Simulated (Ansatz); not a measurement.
Input and output of a single-point calculation on ZnS in the zincblende structure (Ansatz 0.2.0, r2SCAN). The cell was relaxed with r2SCAN and then strained (uniaxial +1.18 % along [111], other directions held), with the atoms relaxed again with r2SCAN; k points keep the names of the unstrained zone.

The input:
```yaml
crystal:
  lattice:
    - [0.0211934752, 2.7152793095, 2.7152793095]
    - [2.7152793095, 0.0211934752, 2.7152793095]
    - [2.7152793095, 2.7152793095, 0.0211934752]
  atoms:
    - { symbol: Zn, position: [0.0006586669, 0.0006586669, 0.0006586669] }
    - { symbol: S, position: [0.2493413331, 0.2493413331, 0.2493413331] }
kpoints:
  mp_grid: { grid: [8, 8, 8] }
  band_path:
    path:
      - [0.0, 0.0, 0.0]
      - [-0.5, -0.5, 0.0]
      - [-0.375, -0.375, 0.25]
      - [-0.375, 0.0, 0.375]
      - [0.0, 0.0, 0.5]
      - [-0.5, -0.25, 0.25]
    npoints: 1
hamiltonian:
  xc: r2scan
scf:
  occupations: { method: fixed }
  n_extra_bands: 4
output:
  forces: true
  stress: true
  eigenvalues: true
```

The log, with set-up remarks and timings taken out:
```
Pseudopotential: Zn, paw, valence charge 12, recommended cutoff 500 eV (meta_gga)
Pseudopotential: S, paw, valence charge 6, recommended cutoff 500 eV (meta_gga)
Functional definition: r2SCAN
Crystal: 2 atoms, lattice volume = 39.569 Å³
Basis set: ecut = 500 eV, 965 PW (Γ)
Bands: 13, of which v1, the nominal top of the filled ones, is band 9 counted from 1 (8 counted from 0)
Symmetry: 6 space group operations
Space group: R3m (ITA 160)
k-points: 65 of 512 (time reversal used)
SCF converged after 6 iterations
Free energy (F): -4233.447935 eV
Fermi energy:    5.491993 eV
--- Stress (GPa, compression-positive) ---
       -0.861113      -0.393051      -0.393051
       -0.393051      -0.861113      -0.393051
       -0.393051      -0.393051      -0.861113
  P = ⅓ Tr σ = -0.8611 GPa (-8.611 kbar)
```

bands.tsv, columns around the gap (it counts bands from 0):
```tsv
# k_distance	band_4	band_5	band_6	band_7	band_8	band_9	band_10	band_11	band_12
# fermi_ev = 5.491993
# [0, 0, 0] at k_distance = 0.000000
# [-0.5, -0.5, 0] at k_distance = 1.161592
# [-0.375, -0.375, 0.25] at k_distance = 1.570674
# [-0.375, 0, 0.375] at k_distance = 2.282923
# [0, 0, 0.5] at k_distance = 2.995173
# [-0.5, -0.25, 0.25] at k_distance = 3.813337
# levels_relative_to = fermi_ev
0.000	-5.973	-5.973	-0.064	0.000	0.000	2.627	6.752	6.906	6.906
1.162	-5.896	-5.754	-4.625	-2.334	-2.251	3.703	4.459	11.676	12.733
1.571	-5.936	-5.630	-4.684	-3.211	-1.830	4.544	6.321	9.896	10.337
2.283	-5.937	-5.624	-4.678	-3.176	-1.903	4.425	6.462	9.870	10.314
2.995	-5.940	-5.766	-5.388	-0.945	-0.893	3.748	7.301	7.343	9.375
3.813	-6.014	-5.574	-4.643	-2.827	-2.786	6.007	6.550	8.409	8.652
```
In order the rows are Γ, X, U, K, L, W.

r2SCAN gives a direct gap of 2.63 eV at Γ. Edges are sought over the mesh and the listed points. With the atoms held, the mean pressure is -0.86 GPa (compression positive).

Calculated for a static, non-magnetic cell.
